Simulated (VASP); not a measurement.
```yaml
crystal:
  lattice:
    - [0.00000, 2.49000, 2.49000]
    - [2.49000, 0.00000, 2.49000]
    - [2.49000, 2.49000, 0.00000]
  atoms:
    - { symbol: In, position: [0.00000, 0.00000, 0.00000] }
    - { symbol: N, position: [0.25000, 0.25000, 0.25000] }
```

These are PBE GGA, VASP's PBE PAW potentials (set 64) (plane waves; VASP) values and carry that method's errors. Run with LASPH = .FALSE., 520 eV cut-off, 8×8×8 Γ-centred mesh, Gaussian smearing of 0.050 eV, potentials In_d N.

Problem. Give the stress tensor in GPa (positive for a compressed cell).

Solution. 
```
5.76  0.00  0.00
0.00  5.76  0.00
0.00  0.00  5.76
```
The pressure is its mean diagonal, 5.76 GPa.

The compound is InN in the zinc blende structure, a metastable form; wurtzite is the usual one. The cell was not relaxed at this level. The run is one of a series of settings (LASPH = .FALSE. against the base run), some of them coarse on purpose.
